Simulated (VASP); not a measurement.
A run of VASP 6.6.1 is set up as follows.

File INCAR:

```
SYSTEM = Li
PREC     = Accurate       ! precision mode
ENCUT    = 520            ! plane-wave cutoff, eV
EDIFF    = 1E-7           ! SCF threshold, eV
ISMEAR   = 0              ! smearing method
SIGMA    = 0.3            ! smearing width, eV
LREAL    = .False.        ! projectors in reciprocal space
LASPH    = .True.         ! aspherical terms in the spheres
NELM     = 100            ! most SCF steps
ALGO     = Normal         ! electronic algorithm
ISIF     = 2              ! what is computed and relaxed
LWAVE    = .False.        ! write WAVECAR
LCHARG   = .True.         ! write CHGCAR
GGA      = CA             ! functional
LELF     = .True.         ! ELF
LVHAR    = .True.       
NBANDS   = 8              ! bands
```

The input KPOINTS:

```
regular mesh
0
Gamma
  13 13 13
  0 0 0
```

Contents of POSCAR:

```
Li
1.0
   -1.6816320888      1.6816320888      1.6816320888
    1.6816320888     -1.6816320888      1.6816320888
    1.6816320888      1.6816320888     -1.6816320888
Li
1
Direct
    0.0000000000      0.0000000000      0.0000000000
```

Potentials or basis: VASP PAW LDA potentials, release 64 (Li_sv).

Launch:

```sh
$ cat potpaw_LDA.64/Li_sv/POTCAR > POTCAR
$ mpirun -np 1 vasp_std > vasp.out
```

Question: What does it give for the band gap on the k mesh?

Answer: None (metal or under the smearing width).
